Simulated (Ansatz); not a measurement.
GaAs:

```xyz
2
Lattice="3.6064 0.0000 0.0000 -1.8032 3.1232 0.0000 0.0000 0.0000 3.5732" Properties=species:S:1:pos:R:3 pbc="T T T"
Ga    0.0000    2.0822    1.7866
As    0.0000    0.0000    0.0000
```

The cell was built by a generator and needn't be a form met in nature.

Program: Ansatz 0.2.0. Alike in all runs: potentials or basis Ansatz PAW; no spin polarisation; cell as given; k mesh 5 × 5 × 4; smearing fermi-dirac 0.05 eV; the mesh is coarse, so values aren't converged.

Question: Order these runs on this cell by their pressure, lowest first.
A. level r2SCANh; cutoff (eV) 500
B. level B3LYP; cutoff (eV) 420
C. level HSEsol; cutoff (eV) 420; points for each segment of the path 4

Answer: C (-4.7 GPa), A (-2.9 GPa), B (2.4 GPa).

Caveats: all runs use coarse meshes; the PAW data sets come from PBE, with cores solved anew for the run's functional, which leaves a small shift of forces and pressure; the thresholds are loose for stress.
